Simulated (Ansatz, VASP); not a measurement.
One calculation of Sb, two programs

```
Sb
1.0
     0.00000    2.30500    2.30500
     2.30500    0.00000    2.30500
     2.30500    2.30500    0.00000
Sb
1
Cartesian
  0.0000 0.0000 0.0000
```

Alike in both runs: task single point; functional PBE; k mesh 14 × 14 × 14; occupations fermi-dirac, width 0.03 eV; non-collinear spin, spin-orbit coupling.

|  | VASP | Ansatz |
| --- | --- | --- |
| version | VASP 6.6.1 | Ansatz 0.2.0 |
| potentials or method | VASP PAW PBE potentials, release 64 (Sb), cutoff 520 eV | all-electron LAPW |

Ansatz gave:

- pressure (GPa): 8.8
- net moment per atom (μB): 0.00

Q: Estimate VASP's values.

A: Pressure (GPa): 8.7; net moment per atom (μB): 0.00.

Ansatz ran all-electron here, so the differences hold the error of VASP's frozen core and of both bases.
